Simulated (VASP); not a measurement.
A run of VASP 6.6.1 is set up as follows.

INCAR

```
PREC = Accurate ; ENCUT = 900
EDIFF = 1E-6 ; ISMEAR = -1
SIGMA = 0.05 ; LREAL = F
LASPH = T ; NELM = 80
ALGO = Fast ; ISIF = 2
LWAVE = F ; LCHARG = F
GGA = PE
```

KPOINTS

```
Automatic mesh
0
Gamma
  7 7 3
```

The input POSCAR:

```
Al2O3
1.0
    3.0174825440      0.0000000000      0.0000000000
   -1.5087412720      2.6132165386      0.0000000000
    0.0000000000      0.0000000000      7.5746360022
Al O
2 3
Direct
    0.0000000000      0.0000000000      0.7220490000
    0.0000000000      0.0000000000      0.2779510000
    0.0000000000      0.0000000000      0.5000000000
    0.6666666667      0.3333333333      0.8005460000
    0.3333333333      0.6666666667      0.1994540000
```

The input KPOINTS_OPT:

```
path GMKGALHA,LM,KH
20
line-mode
reciprocal
 0.0000000000  0.0000000000  0.0000000000  G
 0.5000000000  0.0000000000  0.0000000000  M

 0.5000000000  0.0000000000  0.0000000000  M
 0.3333333333  0.3333333333  0.0000000000  K

 0.3333333333  0.3333333333  0.0000000000  K
 0.0000000000  0.0000000000  0.0000000000  G

 0.0000000000  0.0000000000  0.0000000000  G
 0.0000000000  0.0000000000  0.5000000000  A

 0.0000000000  0.0000000000  0.5000000000  A
 0.5000000000  0.0000000000  0.5000000000  L

 0.5000000000  0.0000000000  0.5000000000  L
 0.3333333333  0.3333333333  0.5000000000  H

 0.3333333333  0.3333333333  0.5000000000  H
 0.0000000000  0.0000000000  0.5000000000  A

 0.5000000000  0.0000000000  0.5000000000  L
 0.5000000000  0.0000000000  0.0000000000  M

 0.3333333333  0.3333333333  0.0000000000  K
 0.3333333333  0.3333333333  0.5000000000  H
```

Potentials or basis: VASP PAW PBE potentials, release 64 (Al, O).

Launch:

```sh
$ cat potpaw_PBE.64/Al/POTCAR potpaw_PBE.64/O/POTCAR > POTCAR
$ mpirun -np 1 vasp_std > vasp.out
```

**Question.** What does it give for the pressure?

**Answer.** -0.5 GPa.

**Question.** Predict the band gap on the k mesh.

**Answer.** 2.29 eV, direct.

**Question.** Estimate the largest force.

**Answer.** 0.096 eV/Å.

Forces in eV/Å, atoms in the order of the input:
```
Al   0.000  0.000 -0.079
Al   0.000  0.000  0.079
O    0.000  0.000  0.000
O    0.000  0.000 -0.096
O    0.000  0.000  0.096
```

A hybrid or GW would open this gap; PBE tends to underestimate it.
